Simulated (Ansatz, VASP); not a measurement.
One calculation of LiH, two programs

The input INCAR:

```
SYSTEM = LiH
ALGO     = Normal         ! electronic algorithm
EDIFF    = 1E-6           ! SCF threshold, eV
ENCUT    = 520            ! plane-wave cutoff, eV
GGA      = PE             ! functional
ISIF     = 2              ! what is computed and relaxed
ISMEAR   = 0              ! smearing method
LASPH    = .TRUE.         ! aspherical terms in the spheres
LCHARG   = .FALSE.        ! write CHGCAR
LREAL    = .FALSE.        ! projectors in reciprocal space
LWAVE    = .FALSE.        ! write WAVECAR
NBANDS   = 9              ! bands
NELM     = 80             ! most SCF steps
PREC     = Accurate       ! precision mode
SIGMA    = 0.01           ! smearing width, eV
```

The input KPOINTS:

```
k-points
0
G
  10 10 10
  0 0 0
```

POSCAR

```
LiH
1.0
    0.0000000000      2.0228277888      2.0228277888
    2.0228277888      0.0000000000      2.0228277888
    2.0228277888      2.0228277888      0.0000000000
Li H
1 1
Direct
    0.0000000000      0.0000000000      0.0000000000
    0.5000000000      0.5000000000      0.5000000000
```

Input for Ansatz:

```yaml
crystal:
  lattice:
    - [0.0, 2.0228277888, 2.0228277888]
    - [2.0228277888, 0.0, 2.0228277888]
    - [2.0228277888, 2.0228277888, 0.0]
  atoms:
    - { symbol: Li, position: [0.0, 0.0, 0.0] }
    - { symbol: H, position: [0.5, 0.5, 0.5] }
kpoints:
  mp_grid: { grid: [10, 10, 10] }
hamiltonian:
  xc: pbe
scf:
  occupations: { method: fixed }
  n_extra_bands: 4
output:
  forces: true
  stress: true
  eigenvalues: true
```

Alike in both runs: task single point; functional PBE; k mesh 10 × 10 × 10; no spin polarisation.

|  | VASP | Ansatz |
| --- | --- | --- |
| version | VASP 6.6.1 | Ansatz 0.2.0 |
| potentials or method | VASP PAW PBE potentials, release 64 (Li_sv, H) | plane waves, PAW |
| plane-wave cutoff (eV) | 520 | 420 |
| occupations | gaussian, width 0.01 eV | fixed |
| valence electrons in the cell | 4 | 4 |

|  | VASP | Ansatz | Ansatz less VASP |
| --- | --- | --- | --- |
| gap on the k mesh at the Fermi level (eV) | 3.00 | 3.01 | +0.007 |

 A k mesh can miss the band edges.
